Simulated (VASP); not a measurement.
Wanted: the native input for a VASP 6.6.1 run.

```yaml
Task: single point
Functional: RPBE
Potentials_or_basis: VASP PAW PBE potentials, release 64 (W_sv)
Cutoff: 520 eV
k_mesh: 22 × 22 × 22
Occupations: fermi-dirac, width 0.1 eV
Spin: no spin polarisation
Dipole_correction: no
Further_INCAR_settings: ALGO = Normal; EDIFF = 1e-07; NBANDS = 13
```

The structure of W lies in POSCAR:

```
W
1.0
    0.0000000000      2.0276712735      2.0276712735
    2.0276712735      0.0000000000      2.0276712735
    2.0276712735      2.0276712735      0.0000000000
W
1
Direct
    0.0000000000      0.0000000000      0.0000000000
```

This isn't the form of W at room conditions, which is bcc.

These files were run (other wordings do the same):

INCAR

```
SYSTEM = W
ALGO = Normal
EDIFF = 1E-7
ENCUT = 520
GGA = RP
ISIF = 2
ISMEAR = -1
LASPH = .TRUE.
LCHARG = .TRUE.
LELF = .TRUE.
LREAL = .FALSE.
LVHAR = .TRUE.
LWAVE = .FALSE.
NBANDS = 13
NELM = 100
PREC = Accurate
SIGMA = 0.1
```

KPOINTS

```
k-points
0
G
  22 22 22
  0 0 0
```

Potentials or basis: VASP PAW PBE potentials, release 64 (W_sv).

Command:

```sh
$ cat potpaw_PBE.64/W_sv/POTCAR > POTCAR
$ mpirun -np 1 vasp_std > vasp.out
```

Results of the run:

* Pressure: 0.3 GPa
* Band gap on the k mesh: none (metal or under the smearing width)

Caveat: the PAW data sets were made with another functional, which shifts forces and pressure a little.

Run time: 29 s on 1 thread of Intel(R) Xeon(R) Platinum 8488C (Sapphire Rapids), on a shared host, peak memory 0.19 GiB.
